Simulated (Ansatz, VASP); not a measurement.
# One calculation of Al, two programs

The input INCAR:

```
PREC     = Accurate       # precision mode
ENCUT    = 600            # plane-wave cutoff, eV
EDIFF    = 1E-6           # SCF threshold, eV
ISMEAR   = 0              # smearing method
SIGMA    = 0.1            # smearing width, eV
LREAL    = F              # projectors in reciprocal space
LASPH    = T              # aspherical terms in the spheres
NELM     = 100            # most SCF steps
ALGO     = Normal         # electronic algorithm
ISIF     = 3              # what is computed and relaxed
LWAVE    = F              # write WAVECAR
LCHARG   = F              # write CHGCAR
GGA      = PE             # functional
IBRION   = 2              # ionic algorithm
NSW      = 100            # ionic steps
EDIFFG   = -0.01          # ionic threshold
```

The input KPOINTS:

```
regular mesh
0
Gamma
  15 15 20
```

POSCAR

```
Al
1.0
    4.6050684801      0.0000000000      0.0000000000
   -2.3025342401      3.9881062899      0.0000000000
    0.0000000000      0.0000000000      2.6684286514
Al
2
Direct
    0.3333333333      0.6666666667      0.5000000000
    0.6666666667      0.3333333333      0.5000000000
```

Input for Ansatz:

```yaml
crystal:
  lattice:
    - [4.6050684801, 0.0, 0.0]
    - [-2.3025342401, 3.9881062899, 0.0]
    - [0.0, 0.0, 2.6684286514]
  atoms:
    - { symbol: Al, position: [0.3333333333, 0.6666666667, 0.5] }
    - { symbol: Al, position: [0.6666666667, 0.3333333333, 0.5] }
basis:
  ecutwfc: 420
kpoints:
  mp_grid: { grid: [15, 15, 20] }
hamiltonian:
  xc: pbe
scf:
  occupations: { method: gaussian, width: 0.1 }
output:
  forces: true
  stress: true
  eigenvalues: true
relax:
  adjacent_minimum: "off"
  f_tol: 0.01
  max_steps: 80
  cell: { stress_tol: 0.05 }
```

Alike in both runs: task relaxation of cell and atoms; functional PBE; k mesh 15 × 15 × 20; occupations gaussian, width 0.1 eV; no spin polarisation.

```csv
,VASP,Ansatz
version,VASP 6.6.1,Ansatz 0.2.0
potentials or method,"VASP PAW PBE potentials, release 64 (Al)","scalar-relativistic, plane waves, PAW"
plane-wave cutoff (eV),600,420
valence electrons in the cell,6,6
```

```csv
,VASP,Ansatz,Ansatz less VASP
"gap on the k mesh at the Fermi level, each at its own relaxed structure (eV)",none,none,-
relaxed volume (Å³/atom),24.64,24.64,+0.007
relaxed cell length with the largest relative difference (Å),2.753,2.754,+0.0004
energy change over the relaxation (meV/atom),-13,-13,+0.1
```

A gap of «none» marks a metal or a gap that the smearing closes.
